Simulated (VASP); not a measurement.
Li: single point with PBE

The system is Li.

```
Li
1.0
    -1.74267    1.74267    1.74267
     1.74267   -1.74267    1.74267
     1.74267    1.74267   -1.74267
Li
1
Direct
  0.00000 0.00000 0.00000
```

| Item | Value |
| --- | --- |
| Program | VASP 6.6.1 |
| Task | single point |
| Functional | PBE |
| Potentials or basis | VASP PAW PBE potentials, release 64 (Li_sv) |
| Cutoff | 520 eV |
| k mesh | 8 × 8 × 8 |
| Occupations | gaussian, width 0.05 eV |
| Spin | no spin polarisation |

* Band gap on the k mesh: none (metal or under the smearing width)

Levels at points of the mesh, in eV from the Fermi level:
```
           k point  band 1  band 2  band 3  band 4
(0.00, 0.00, 0.00)  -46.66   -3.56   14.10   14.10
(0.50, 0.00, 0.00)  -46.65    0.19    3.06    9.99
(0.50, 0.50, 0.50)  -46.64    5.31    5.31    5.31
```

Wall time 4.2 s on 1 thread of AMD EPYC 9R14 (Zen 4), with other jobs on the host, peak memory 0.09 GiB.
